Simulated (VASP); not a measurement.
The system is Te2Mo.

```xyz
6
Lattice="3.5182 0.0000 0.0000 -1.7591 3.0469 0.0000 0.0000 0.0000 13.9736" Properties=species:S:1:pos:R:3 pbc="T T T"
Te    1.7591    1.0156    5.2960
Te    0.0000    2.0312   12.2828
Te    1.7591    1.0156    1.6908
Te    0.0000    2.0312    8.6776
Mo    1.7591    1.0156   10.4802
Mo    0.0000    2.0312    3.4934
```

```yaml
Program: VASP 6.6.1
Task: relaxation of cell and atoms
Functional: PBE
Dispersion: rVV10
Potentials_or_basis: VASP PAW PBE potentials, release 64 (Te, Mo_sv)
Cutoff: 600 eV
k_mesh: 9 × 9 × 2
Occupations: fermi-dirac, width 0.05 eV
Spin: no spin polarisation
```

At the start: pressure 1.7 GPa; volume 24.96 Å³/atom.

Task: How do energy, volume and symmetry change on relaxing?

Result: Over 7 steps the energy falls by 2.4 meV/atom and the volume is 25.33 Å³/atom (+1.4 %); space group P6_3/mmc (No. 194, to 0.05 Å).

Step by step:
| step | energy change (eV) | largest force (eV/Å) | pressure (GPa) | volume (Å³) |
| --- | --- | --- | --- | --- |
| 1 | 0.0000 | 0.2536 | 1.72 | 149.79 |
| 2 | 0.0278 | 0.4751 | -2.70 | 155.68 |
| 3 | -0.0145 | 0.0291 | 0.02 | 151.92 |
| 4 | -0.0145 | 0.0235 | 0.00 | 151.88 |
| 5 | -0.0109 | 0.1115 | 0.89 | 150.83 |
| 6 | -0.0145 | 0.0184 | 0.09 | 151.84 |
| 7 | -0.0146 | 0.0154 | 0.07 | 151.96 |

Final structure:
```cif
data_structure
_symmetry_space_group_name_H-M 'P 1'
_symmetry_Int_Tables_number 1
_cell_length_a 3.5320
_cell_length_b 3.5320
_cell_length_c 14.0653
_cell_angle_alpha 90.000
_cell_angle_beta 90.000
_cell_angle_gamma 120.000
_cell_volume 151.96
loop_
_atom_site_label
_atom_site_type_symbol
_atom_site_fract_x
_atom_site_fract_y
_atom_site_fract_z
_atom_site_occupancy
Te1 Te 0.66667 0.33333 0.37924 1
Te2 Te 0.33333 0.66667 0.87924 1
Te3 Te 0.66667 0.33333 0.12076 1
Te4 Te 0.33333 0.66667 0.62076 1
Mo1 Mo 0.66667 0.33333 0.75000 1
Mo2 Mo 0.33333 0.66667 0.25000 1
```
